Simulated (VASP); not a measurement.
# SnSe: relaxation of the atoms with PBE

SnSe:

```
Sn Se
1.0
     3.77813    0.00000    0.00000
     0.00000    3.77813    0.00000
     0.00000    0.00000    3.77813
Sn Se
1 1
Direct
  0.50000 0.50000 0.50000
  0.00000 0.00000 0.00000
```

Measurements of this composition are mostly on another form, of space group No. 62.

The cell isn't the ideal one: a relaxed cell with its volume scaled by 1.06.

```json
{"Program": "VASP 6.6.1", "Task": "relaxation of the atoms", "Functional": "PBE", "Potentials or basis": "VASP PAW PBE potentials, release 64 (Sn, Se)", "Cutoff": "300 eV", "k mesh": "4 × 4 × 4", "Occupations": "gaussian, width 0.03 eV", "Spin": "no spin polarisation", "Further INCAR settings": "ALGO = Normal; EDIFF = 1e-07; IBRION = 2; EDIFFG = -0.01; NSW = 40"}
```

| Property | Result |
| --- | --- |
| Pressure after relaxing | -2.8 GPa |
| Band gap on the k mesh | none (metal or under the smearing width) |

Final structure:
```xyz
2
Lattice="3.7781 0.0000 0.0000 0.0000 3.7781 0.0000 0.0000 0.0000 3.7781" Properties=species:S:1:pos:R:3 pbc="T T T"
Sn    1.8891    1.8891    1.8891
Se    0.0000    0.0000    0.0000
```

Levels at points of the mesh, in eV from the Fermi level:
| k point | band 2 | band 3 | band 4 | band 5 | band 6 | band 7 | band 8 | band 9 |
| --- | --- | --- | --- | --- | --- | --- | --- | --- |
| (0.00, 0.00, 0.00) | -5.82 | -1.50 | -1.50 | -1.50 | 4.68 | 4.68 | 5.60 | 5.60 |
| (0.50, 0.00, 0.00) | -7.83 | -0.35 | -0.35 | -0.04 | 0.28 | 3.08 | 3.08 | 6.71 |
| (0.50, 0.50, 0.00) | -5.93 | -4.33 | -4.33 | 0.04 | 3.92 | 3.92 | 4.45 | 6.46 |
| (0.50, 0.50, 0.50) | -4.63 | -2.50 | -2.50 | -2.50 | -0.72 | -0.72 | -0.72 | 13.08 |

Wall time 5.6 s on 1 thread of Intel(R) Xeon(R) Platinum 8559C (Emerald Rapids), on a shared host, peak memory 0.13 GiB.

Caveat: the k mesh is coarse (spacing up to 0.42 Å⁻¹), so the values aren't converged; the relaxation stopped at its first step, so nothing moved.
